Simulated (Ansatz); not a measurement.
**Tantalum, bcc under PBE: testing the Fermi-Dirac smearing**

Aim: find which Fermi-Dirac smearing width is enough for energy and pressure. The geometry was relaxed under PBE beforehand and stays fixed; 6 values are run, from 0.01 to 1.0 eV. Wanted are the values from which on the energy stays within 10 and 1 meV/atom, and the pressure within 0.5 GPa, of the narrowest run. Within the series other settings stay, but some runs also write fields, which adds to their time. Spin polarisation is left out.

Program: Ansatz 0.2.0. Level of theory: DFT PBE, plane waves with PAW, scalar-relativistic. These are calculated values, not measurements.

## 1. Starting point

The structure is cubic, space group Im-3m (No. 229). The conventional cell has a = 3.321 Å, b = 3.321 Å, c = 3.321 Å, α = 90.00°, β = 90.00°, γ = 90.00°. Around Ta (site symmetry m-3m) lie 8 Ta at 2.88 Å.

Coordinates:

```
CELL_PARAMETERS angstrom
-1.66072 1.66072 1.66072
1.66072 -1.66072 1.66072
1.66072 1.66072 -1.66072
ATOMIC_POSITIONS crystal
Ta 0.00000 0.00000 0.00000
```

## 2. With a width of 0.01 eV

The run at 0.01 eV.

input.yaml

```yaml
crystal:
  lattice:
    - [-1.6607181506, 1.6607181506, 1.6607181506]
    - [1.6607181506, -1.6607181506, 1.6607181506]
    - [1.6607181506, 1.6607181506, -1.6607181506]
  atoms:
    - { symbol: Ta, position: [0.0, 0.0, 0.0] }
hamiltonian:
  xc: pbe
  pseudopotentials:
    kind: paw
    azcp:
      Ta: "pseudopotentials/Ta.paw.azcp"
basis:
  ecutwfc: 420
  fft_grid_basis: typed
kpoints:
  mp_grid: { grid: [13, 13, 13], shift: [0, 0, 0] }
magnetization:
  spin_polarized: false
scf:
  occupations: { method: fermi_dirac, width: 0.01 }
  lower_state_search: "off"
output:
  stress: true
```

Launch:

```bash
ansatz run input.yaml --threads 1 --pin off --max-ram 3584MiB --backend cpu --events-out ev --progress --plain --runs-dir out
```

Log, shortened:

```text
[...]
Pseudopotentials: kind: paw
Pseudopotential: Ta, paw, valence charge 13, recommended cutoff 420 eV (normal), <dir>
Functional definition: PBE
[...]
Crystal: 1 atoms, lattice volume = 18.321 Å³
Basis set: ecut = 420 eV, 369 PW (Γ)
Bands: 11, of which v1, the nominal top of the filled ones, is band 7 counted from 1 (6 counted from 0)
Symmetry: 48 space group operations
Space group: Im-3m (ITA 229), of the structure as read, at distance tolerance 2.6e-5 Å
k-points: 84 of 2197
[...]
SCF iter   1: F=—  HF=-9932.251150 eV  |F-HF|=—  |Δ(HF+E_count)|=         —  Δρ=2.10e-3  dr2=2.70e-4  ethr=1.77e-3  ⟨swp⟩=6.1  Hψ=5368  notcnv=0
[...]
SCF iter   6: F=-9932.251366 eV  HF=-9932.251366 eV  |F-HF|=2.15e-9  |Δ(HF+E_count)|=   4.81e-8  Δρ=8.61e-6  dr2=4.07e-9  ethr=7.69e-10  ⟨swp⟩=4.0  Hψ=2775  notcnv=0
[...]
SCF converged after 6 iterations
Free energy (F): -9932.251366 eV
[...]
E sigma→0 (E₀):  -9932.251192 eV
Entropy (-TS):   -0.000348 eV (-0.348 meV/atom)
Fermi energy:    18.243501 eV
[...]
--- Stress (GPa, compression-positive) ---
        0.346106      -0.000000      -0.000000
        0.000000       0.346106       0.000000
       -0.000000       0.000000       0.346106
  P = ⅓ Tr σ = 0.3461 GPa (3.461 kbar)
```

Wall time 1.5 s (1 thread of Intel Xeon Platinum 8259CL at 2.50GHz (Skylake/Cascade Lake), shared host); peak memory 0.47 GiB.

## 3. With a width of 0.03 eV

The run at 0.03 eV.

Edit input.yaml of step 2 so:

```diff
@@ -21,3 +21,3 @@
 scf:
-  occupations: { method: fermi_dirac, width: 0.01 }
+  occupations: { method: fermi_dirac, width: 0.03 }
   lower_state_search: "off"
```

Launch:

```bash
ansatz run input.yaml --threads 1 --pin off --max-ram 3584MiB --backend cpu --events-out ev --progress --plain --runs-dir out
```

Log, shortened:

```text
[...]
[... 3 set-up lines as earlier in the session ...]
[...]
Crystal: 1 atoms, lattice volume = 18.321 Å³
Basis set: ecut = 420 eV, 369 PW (Γ)
Bands: 11, of which v1, the nominal top of the filled ones, is band 7 counted from 1 (6 counted from 0)
[... 2 set-up lines as earlier in the session ...]
k-points: 84 of 2197
[...]
SCF iter   1: F=—  HF=-9932.252857 eV  |F-HF|=—  |Δ(HF+E_count)|=         —  Δρ=2.05e-3  dr2=2.32e-4  ethr=1.77e-3  ⟨swp⟩=6.1  Hψ=5461  notcnv=0
[...]
SCF iter   6: F=-9932.252900 eV  HF=-9932.252900 eV  |F-HF|=1.08e-9  |Δ(HF+E_count)|=   3.60e-8  Δρ=6.12e-6  dr2=2.09e-9  ethr=7.24e-10  ⟨swp⟩=3.0  Hψ=3099  notcnv=0
[...]
SCF converged after 6 iterations
Free energy (F): -9932.252900 eV
[...]
E sigma→0 (E₀):  -9932.250926 eV
Entropy (-TS):   -0.003950 eV (-3.950 meV/atom)
Fermi energy:    18.252043 eV
[...]
--- Stress (GPa, compression-positive) ---
        0.234804      -0.000000       0.000000
       -0.000000       0.234804      -0.000000
       -0.000000      -0.000000       0.234804
  P = ⅓ Tr σ = 0.2348 GPa (2.348 kbar)
```

It took 2 s on 1 thread of Intel Xeon Platinum 8259CL at 2.50GHz (Skylake/Cascade Lake), shared host; peak memory 0.46 GiB.

## 4. With a width of 0.2 eV

The run at 0.2 eV.

Edit input.yaml of step 3 so:

```diff
@@ -21,3 +21,3 @@
 scf:
-  occupations: { method: fermi_dirac, width: 0.03 }
+  occupations: { method: fermi_dirac, width: 0.2 }
   lower_state_search: "off"
@@ -25 +25,5 @@
   stress: true
+  write_density: true
+  write_potential: true
+  elf: true
+  volumetric_format: npy
```

Launch:

```bash
ansatz run input.yaml --threads 1 --pin off --max-ram 3584MiB --backend cpu --events-out ev --progress --plain --runs-dir out
```

Log, shortened:

```text
[...]
[... 3 set-up lines as earlier in the session ...]
[...]
Crystal: 1 atoms, lattice volume = 18.321 Å³
Basis set: ecut = 420 eV, 369 PW (Γ)
Bands: 11, of which v1, the nominal top of the filled ones, is band 7 counted from 1 (6 counted from 0)
[... 2 set-up lines as earlier in the session ...]
k-points: 84 of 2197
[...]
SCF iter   1: F=—  HF=-9932.337144 eV  |F-HF|=—  |Δ(HF+E_count)|=         —  Δρ=2.08e-3  dr2=1.91e-4  ethr=1.77e-3  ⟨swp⟩=5.1  Hψ=4878  notcnv=0
[...]
SCF iter   6: F=-9932.337246 eV  HF=-9932.337246 eV  |F-HF|=3.64e-12  |Δ(HF+E_count)|=   1.25e-9  Δρ=2.33e-7  dr2=4.40e-12  ethr=2.53e-11  ⟨swp⟩=5.0  Hψ=4163  notcnv=0
[...]
SCF converged after 6 iterations
Free energy (F): -9932.337246 eV
[...]
E sigma→0 (E₀):  -9932.255888 eV
Entropy (-TS):   -0.162716 eV (-162.716 meV/atom)
Fermi energy:    18.338990 eV
[...]
--- Stress (GPa, compression-positive) ---
        0.400707       0.000000      -0.000000
        0.000000       0.400707       0.000000
        0.000000      -0.000000       0.400707
  P = ⅓ Tr σ = 0.4007 GPa (4.007 kbar)
--- Band table (eV; the first three rows and the last of 84) ---
  k-point 0: bands = ["-48.8258", "-14.7978", "-14.7978", "-14.7978", "10.4488", "19.0215", "19.0215", "19.0215", "22.2360", "22.2360", "32.8344"]
[...]
```

Wall time 2.6 s (1 thread of Intel Xeon Platinum 8259CL at 2.50GHz (Skylake/Cascade Lake), shared host); peak memory 0.46 GiB.

## 5. With a width of 0.3 eV

The run at 0.3 eV.

Edit input.yaml of step 4 so:

```diff
@@ -21,3 +21,3 @@
 scf:
-  occupations: { method: fermi_dirac, width: 0.2 }
+  occupations: { method: fermi_dirac, width: 0.3 }
   lower_state_search: "off"
@@ -25,5 +25 @@
   stress: true
-  write_density: true
-  write_potential: true
-  elf: true
-  volumetric_format: npy
```

Launch:

```bash
ansatz run input.yaml --threads 1 --pin off --max-ram 3584MiB --backend cpu --events-out ev --progress --plain --runs-dir out
```

Log, shortened:

```text
band count auto-derived: 12 (N_el = 13.0; filled up to band 7; 11 by the electrons, moments and atoms)
[...]
[... 3 set-up lines as earlier in the session ...]
[...]
Crystal: 1 atoms, lattice volume = 18.321 Å³
Basis set: ecut = 420 eV, 369 PW (Γ)
Bands: 12, of which v1, the nominal top of the filled ones, is band 7 counted from 1 (6 counted from 0)
[... 2 set-up lines as earlier in the session ...]
k-points: 84 of 2197
[...]
SCF iter   1: F=—  HF=-9932.434601 eV  |F-HF|=—  |Δ(HF+E_count)|=         —  Δρ=2.30e-3  dr2=3.06e-4  ethr=1.77e-3  ⟨swp⟩=5.2  Hψ=5123  notcnv=0
[...]
SCF iter   6: F=-9932.434622 eV  HF=-9932.434622 eV  |F-HF|=1.82e-12  |Δ(HF+E_count)|=  9.46e-11  Δρ=3.06e-7  dr2=5.42e-12  ethr=2.67e-12  ⟨swp⟩=1.0  Hψ=2862  notcnv=0
[...]
SCF converged after 6 iterations
Free energy (F): -9932.434622 eV
[...]
E sigma→0 (E₀):  -9932.265770 eV
Entropy (-TS):   -0.337704 eV (-337.704 meV/atom)
Fermi energy:    18.397951 eV
[...]
--- Stress (GPa, compression-positive) ---
        1.237292      -0.000000       0.000000
        0.000000       1.237292       0.000000
        0.000000      -0.000000       1.237292
  P = ⅓ Tr σ = 1.2373 GPa (12.373 kbar)
```

Run time: 1.4 s. Hardware: 1 thread of Intel Xeon Platinum 8259CL at 2.50GHz (Skylake/Cascade Lake), shared host; peak memory 0.46 GiB.

## 6. With a width of 0.6 eV

The run at 0.6 eV.

Edit input.yaml of step 5 so:

```diff
@@ -21,3 +21,3 @@
 scf:
-  occupations: { method: fermi_dirac, width: 0.3 }
+  occupations: { method: fermi_dirac, width: 0.6 }
   lower_state_search: "off"
```

Launch:

```bash
ansatz run input.yaml --threads 1 --pin off --max-ram 3584MiB --backend cpu --events-out ev --progress --plain --runs-dir out
```

Log, shortened:

```text
band count auto-derived: 12 (N_el = 13.0; filled up to band 7; 11 by the electrons, moments and atoms)
[...]
[... 3 set-up lines as earlier in the session ...]
[...]
Crystal: 1 atoms, lattice volume = 18.321 Å³
Basis set: ecut = 420 eV, 369 PW (Γ)
Bands: 12, of which v1, the nominal top of the filled ones, is band 7 counted from 1 (6 counted from 0)
[... 2 set-up lines as earlier in the session ...]
k-points: 84 of 2197
[...]
SCF iter   1: F=—  HF=-9932.894123 eV  |F-HF|=—  |Δ(HF+E_count)|=         —  Δρ=3.44e-3  dr2=1.35e-3  ethr=1.77e-3  ⟨swp⟩=5.2  Hψ=5165  notcnv=0
[...]
SCF iter   6: F=-9932.893511 eV  HF=-9932.893511 eV  |F-HF|=0.00e0  |Δ(HF+E_count)|=  1.38e-10  Δρ=3.02e-7  dr2=1.05e-11  ethr=3.57e-12  ⟨swp⟩=1.1  Hψ=2872  notcnv=0
[...]
SCF converged after 6 iterations
Free energy (F): -9932.893511 eV
[...]
E sigma→0 (E₀):  -9932.315983 eV
Entropy (-TS):   -1.155056 eV (-1155.056 meV/atom)
Fermi energy:    18.596506 eV
[...]
--- Stress (GPa, compression-positive) ---
        5.027091       0.000000       0.000000
       -0.000000       5.027091      -0.000000
        0.000000       0.000000       5.027091
  P = ⅓ Tr σ = 5.0271 GPa (50.271 kbar)
```

Wall time 1.6 s (1 thread of Intel Xeon Platinum 8259CL at 2.50GHz (Skylake/Cascade Lake), shared host); peak memory 0.46 GiB.

## 7. With a width of 1.0 eV

The run at 1.0 eV.

Edit input.yaml of step 6 so:

```diff
@@ -21,3 +21,3 @@
 scf:
-  occupations: { method: fermi_dirac, width: 0.6 }
+  occupations: { method: fermi_dirac, width: 1.0 }
   lower_state_search: "off"
```

Launch:

```bash
ansatz run input.yaml --threads 1 --pin off --max-ram 3584MiB --backend cpu --events-out ev --progress --plain --runs-dir out
```

Log, shortened:

```text
band count auto-derived: 14 (N_el = 13.0; filled up to band 7; 11 by the electrons, moments and atoms)
[...]
[... 3 set-up lines as earlier in the session ...]
[...]
Crystal: 1 atoms, lattice volume = 18.321 Å³
Basis set: ecut = 420 eV, 369 PW (Γ)
Bands: 14, of which v1, the nominal top of the filled ones, is band 7 counted from 1 (6 counted from 0)
[... 2 set-up lines as earlier in the session ...]
k-points: 84 of 2197
[...]
SCF iter   1: F=—  HF=-9933.890471 eV  |F-HF|=—  |Δ(HF+E_count)|=         —  Δρ=7.56e-3  dr2=1.10e-2  ethr=1.77e-3  ⟨swp⟩=5.2  Hψ=5672  notcnv=0
[...]
SCF iter   6: F=-9933.885792 eV  HF=-9933.885792 eV  |F-HF|=2.42e-10  |Δ(HF+E_count)|=   2.10e-9  Δρ=1.30e-6  dr2=3.18e-10  ethr=4.12e-11  ⟨swp⟩=1.4  Hψ=3496  notcnv=0
[...]
SCF converged after 6 iterations
Free energy (F): -9933.885792 eV
[...]
E sigma→0 (E₀):  -9932.363123 eV
Entropy (-TS):   -3.045338 eV (-3045.338 meV/atom)
Fermi energy:    18.795468 eV
[...]
--- Stress (GPa, compression-positive) ---
       13.449885       0.000000       0.000000
       -0.000000      13.449885      -0.000000
       -0.000000       0.000000      13.449885
  P = ⅓ Tr σ = 13.4499 GPa (134.499 kbar)
```

It took 1.5 s on 1 thread of Intel Xeon Platinum 8259CL at 2.50GHz (Skylake/Cascade Lake), shared host; peak memory 0.46 GiB.

## 8. Convergence table

Energies count from the run at 0.01 eV.

```csv
smearing (eV),F (meV/atom),E(σ → 0) (meV/atom),P (GPa),SCF cycles,CPU time
0.01,0.00,0.00,0.35,6,1.5 s
0.03,-1.53,0.27,0.23,6,2 s
0.2,-85.88,-4.70,0.40,6,2.6 s
0.3,-183.26,-14.58,1.24,6,1.4 s
0.6,-642.15,-64.79,5.03,6,1.6 s
1.0,-1634.43,-111.93,13.45,6,1.4 s
```

## 9. Outcome

```
                                           quantity                       value
       E(σ → 0) stays within 10 meV/atom of 0.01 eV                up to 0.2 eV
                   E(σ → 0) stays within 1 meV/atom               up to 0.03 eV
                      pressure stays within 0.5 GPa                up to 0.2 eV
                                pressure at 0.01 eV                    0.35 GPa
energy of a separate run on a finer mesh (22×22×22)  +0.8 meV/atom from 0.01 eV
```

In words: At 1.0 eV the energy differs by -111.9 meV/atom and the pressure by +13.1 GPa. Over the range F shifts by -1634.4 meV/atom, while E(σ → 0) shifts by -111.9. With this scheme F falls about as the square of the width. The mesh (13×13×13) is fixed, so the narrowest widths carry a k-point error of their own. The yardstick itself is unsettled by 0.8 meV/atom against the finer mesh, so the thresholds above hold only within this series, and wider smearing, which averages over more states, can land nearer the fine-mesh value than the narrowest does.
